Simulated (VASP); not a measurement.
Wanted: the native input for a VASP 6.6.1 run.

| Quantity | Value |
| --- | --- |
| Task | single point |
| Functional | BLYP |
| Potentials or basis | VASP PAW PBE potentials, release 64 (Ir) |
| Cutoff | 520 eV |
| k mesh | 16 × 16 × 16 |
| Occupations | fermi-dirac, width 0.1 eV |
| Spin | no spin polarisation |
| Dipole correction | no |
| Further INCAR settings | ALGO = Normal; EDIFF = 1e-06; NBANDS = 10 |

The structure of Ir lies in POSCAR:

```
Ir
1.0
   -1.5833006708      1.5833006708      1.5833006708
    1.5833006708     -1.5833006708      1.5833006708
    1.5833006708      1.5833006708     -1.5833006708
Ir
1
Direct
    0.0000000000      0.0000000000      0.0000000000
```

This isn't the form of Ir at room conditions, which is fcc.

The input as run:

INCAR

```
PREC = Accurate
ENCUT = 520
EDIFF = 1E-6
ISMEAR = -1
SIGMA = 0.1
LREAL = False
LASPH = True
NELM = 60
ALGO = Normal
ISIF = 2
LWAVE = False
LCHARG = True
GGA = B5
ALDAX = 1.0
AGGAX = 1.0
AGGAC = 1.0
ALDAC = 0.0
LELF = True
LVHAR = True
NBANDS = 10
```

KPOINTS

```
Automatic mesh
0
Gamma
  16 16 16
```

Potentials or basis: VASP PAW PBE potentials, release 64 (Ir).

Command:

```bash
$ cat potpaw_PBE.64/Ir/POTCAR > POTCAR
$ mpirun -np 1 vasp_std > vasp.out
```

It gave:

The pressure is 2.1 GPa. The band gap on the k mesh is none (metal or under the smearing width).

Caveat: the PAW data sets were made with another functional, which shifts forces and pressure a little.

It took 20 s on 1 thread of AMD EPYC 7R13 Processor (Zen 3) (shared host), peak memory 0.11 GiB.
